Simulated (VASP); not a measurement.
**SiO2 (Stishovite): relaxation of cell and atoms with r2SCAN**

The system is SiO2 (Stishovite).

```
Si O
1.0
     4.17730    0.00000    0.00000
     0.00000    4.17730    0.00000
     0.00000    0.00000    2.66520
Si O
2 4
Cartesian
  0.0000 0.0000 0.0000
  2.0886 2.0886 1.3326
  1.2778 1.2778 0.0000
  0.8108 3.3665 1.3326
  2.8995 2.8995 0.0000
  3.3665 0.8108 1.3326
```

| Quantity | Value |
| --- | --- |
| Program | VASP 6.6.1 |
| Task | relaxation of cell and atoms |
| Functional | r2SCAN |
| Potentials or basis | VASP PAW PBE potentials, release 64 (Si, O) |
| Cutoff | 600 eV |
| k mesh | 8 × 8 × 10 |
| Occupations | gaussian, width 0.03 eV |
| Spin | no spin polarisation |
| Further INCAR settings | ALGO = Normal; EDIFF = 1e-06; IBRION = 2; EDIFFG = -0.01; NSW = 90; ISIF = 3 |

| Item | Value |
| --- | --- |
| Relaxed volume | 7.79 Å³/atom |
| Relaxed cell | a = 4.182 Å, b = 4.182 Å, c = 2.672 Å, α = 90.00°, β = 90.00°, γ = 90.00° |
| Space group after relaxing (to 0.05 Å) | P4_2/mnm (No. 136) |
| Energy gained by relaxing | 0.2 meV/atom |
| Ionic steps | 6 |
| Pressure after relaxing | -0.1 GPa |
| Band gap on the k mesh | 6.50 eV, direct |

Forces on the atoms (eV/Å):
```
Si   0.000  0.000  0.000
Si   0.000  0.000  0.000
O   -0.001 -0.001  0.000
O    0.001 -0.001  0.000
O    0.001  0.001  0.000
O   -0.001  0.001  0.000
```

The path:
| step | energy change (eV) | largest force (eV/Å) | pressure (GPa) | volume (Å³) |
| --- | --- | --- | --- | --- |
| 1 | 0.0000 | 0.0200 | 1.59 | 46.51 |
| 2 | 0.0013 | 0.0696 | -2.36 | 47.03 |
| 3 | -0.0012 | 0.0170 | 0.03 | 46.72 |
| 4 | -0.0012 | 0.0184 | -0.09 | 46.72 |
| 5 | -0.0012 | 0.0148 | -0.05 | 46.72 |
| 6 | -0.0012 | 0.0021 | -0.07 | 46.72 |

Final structure:
```cif
data_structure
_symmetry_space_group_name_H-M 'P 1'
_symmetry_Int_Tables_number 1
_cell_length_a 4.1815
_cell_length_b 4.1815
_cell_length_c 2.6722
_cell_angle_alpha 90.000
_cell_angle_beta 90.000
_cell_angle_gamma 90.000
_cell_volume 46.72
loop_
_atom_site_label
_atom_site_type_symbol
_atom_site_fract_x
_atom_site_fract_y
_atom_site_fract_z
_atom_site_occupancy
Si1 Si 0.00000 0.00000 0.00000 1
Si2 Si 0.50000 0.50000 0.50000 1
O1 O 0.30591 0.30591 0.00000 1
O2 O 0.19409 0.80591 0.50000 1
O3 O 0.69409 0.69409 0.00000 1
O4 O 0.80591 0.19409 0.50000 1
```

Levels at points of the mesh, in eV from the valence-band top:
| k point | band 13 | band 14 | band 15 | band 16 | band 17 | band 18 | band 19 | band 20 |
| --- | --- | --- | --- | --- | --- | --- | --- | --- |
| (0.00, 0.00, 0.00) | -2.52 | -0.88 | -0.88 | 0.00 | 6.50 | 7.61 | 9.44 | 9.44 |
| (0.50, 0.00, 0.00) | -2.72 | -2.72 | -1.08 | -1.08 | 8.69 | 8.69 | 10.03 | 10.03 |
| (0.50, 0.50, 0.00) | -2.70 | -2.70 | -2.32 | -2.32 | 8.39 | 8.39 | 11.03 | 11.03 |
| (0.00, 0.00, 0.50) | -3.12 | -3.12 | -2.71 | -2.71 | 10.14 | 10.14 | 13.74 | 13.74 |
| (0.50, 0.00, 0.50) | -2.31 | -2.31 | -1.80 | -1.80 | 9.81 | 9.81 | 10.91 | 10.91 |
| (0.50, 0.50, 0.50) | -1.78 | -1.78 | -1.61 | -1.61 | 8.15 | 8.15 | 12.02 | 12.02 |

It took 7.1 min on 2 MPI ranks on Intel(R) Xeon(R) Platinum 8259CL CPU @ 2.50GHz (Skylake/Cascade Lake), with other jobs on the host, peak memory 0.22 GiB a rank.

Caveat: the PAW data sets were made with another functional, which shifts forces and pressure a little. r2SCAN opens gaps a little over a GGA but as a rule still falls short of measured ones.
